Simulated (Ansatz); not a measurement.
# Two Ansatz runs on Al

The cell is COD entry 4313206, as deposited and not checked against the literature; nothing was relaxed.

First run: DFT, PBE, PAW with Ansatz's default frozen-core files, scalar-relativistic (Ansatz 0.2.0).

Command: `ansatz run input.yaml --threads 1 --pin off --max-ram 2048MiB --backend cpu --events-out ev --progress --plain --runs-dir out` The run took 1.2 s on 1 thread of Arm Neoverse V1 (shared host).

```yaml
crystal:
  lattice:
    - [0.0, 2.02398, 2.02398]
    - [2.02398, 0.0, 2.02398]
    - [2.02398, 2.02398, 0.0]
  atoms:
    - { symbol: Al, position: [0.0, 0.0, 0.0] }
kpoints:
  mp_grid: { grid: [14, 14, 14] }
scf:
  occupations: { method: fermi_dirac, width: 0.05 }
hamiltonian:
  xc: pbe
  pseudopotentials: { kind: paw }
output:
  forces: true
  stress: true
  eigenvalues: true
  efg: { contact_densities: true }
  write_density: true
  write_potential: true
  elf: true
  volumetric_format: npy
basis:
  ecutwfc: 200
```

Result: converged; pressure 0.00 GPa; 6 SCF iterations.

The input is then changed:

```diff
@@ -7,5 +7,5 @@
     - { symbol: Al, position: [0.0, 0.0, 0.0] }
 kpoints:
-  mp_grid: { grid: [14, 14, 14] }
+  mp_grid: { grid: [5, 5, 5] }
 scf:
   occupations: { method: fermi_dirac, width: 0.05 }
@@ -18,9 +18,6 @@
   eigenvalues: true
   efg: { contact_densities: true }
-  write_density: true
-  write_potential: true
-  elf: true
-  volumetric_format: npy
 basis:
   ecutwfc: 200
+accuracy: high
```

(1) Predict the outcome of the changed run.

Answers

(1) It converged; energy at zero smearing +43.0 meV/atom from the first run; pressure 1.22 GPa; 7 SCF iterations. Some of these settings are too coarse for converged properties.
